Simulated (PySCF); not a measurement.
## Excitation energies in several basis sets

Species: CHF3.
Numbering: `[F:1][CH:2]([F:3])[F:4]` (hydrogens: H5 on C2)

TDDFT with PBE0 (PySCF), vertical singlets, core orbitals frozen in the response, spherical d and f functions. Geometry: PBE0-D3(BJ)/def2-SVP; no solvent, vibrations or thermal averaging.

Problem. Compare 6-31G*, def2-SVP, 6-31+G*, def2-SVPD, aug-cc-pVDZ, def2-TZVP, def2-TZVPD and aug-cc-pVTZ for this molecule.

Solution. 

| basis | functions | diffuse | S1 (eV) | S2 (eV) | S3 (eV) | S4 (eV) | S5 (eV) | LUMO (eV) | α (au) |
| --- | --- | --- | --- | --- | --- | --- | --- | --- | --- |
| 6-31G* | 58 | no | 13.23 | 13.30 | 13.60 | 13.60 | 13.89 | 3.61 | 13.1 |
| def2-SVP | 61 | no | 12.20 | 12.58 | 13.20 | 13.20 | 13.51 | 2.43 | 12.4 |
| 6-31+G* | 74 | yes | 10.65 | 11.27 | 11.47 | 11.47 | 11.59 | 0.53 | 16.3 |
| def2-SVPD | 97 | yes | 10.94 | 11.57 | 12.03 | 12.03 | 12.20 | 0.81 | 18.2 |
| aug-cc-pVDZ | 101 | yes | 10.24 | 10.94 | 11.26 | 11.26 | 11.34 | 0.07 | 18.1 |
| def2-TZVP | 130 | no | 11.83 | 12.39 | 12.65 | 12.66 | 13.02 | 1.95 | 15.9 |
| def2-TZVPD | 166 | yes | 10.55 | 11.21 | 11.49 | 11.51 | 11.51 | 0.49 | 18.6 |
| aug-cc-pVTZ | 207 | yes | 10.24 | 10.94 | 11.20 | 11.20 | 11.24 | 0.03 | 18.5 |

States are compared by their number. Against the largest diffuse basis here (aug-cc-pVTZ, itself not a converged limit), sets without diffuse functions differ by up to 2.99 eV in S1 and 2.66 eV in S5; the smaller diffuse sets differ by up to 0.69 and 0.96 eV. State by state, the largest deviation of a set without diffuse functions is S1 2.99, S2 2.36, S3 2.40, S4 2.41, S5 2.66 eV. The same number needn't mean the same state in each row. Against aug-cc-pVTZ the polarisability deviates by -29% in 6-31G*, -33% in def2-SVP, -12% in 6-31+G*, -2% in def2-SVPD, -3% in aug-cc-pVDZ, -14% in def2-TZVP, 0% in def2-TZVPD. A single + in a Pople set puts diffuse functions on heavy atoms only.
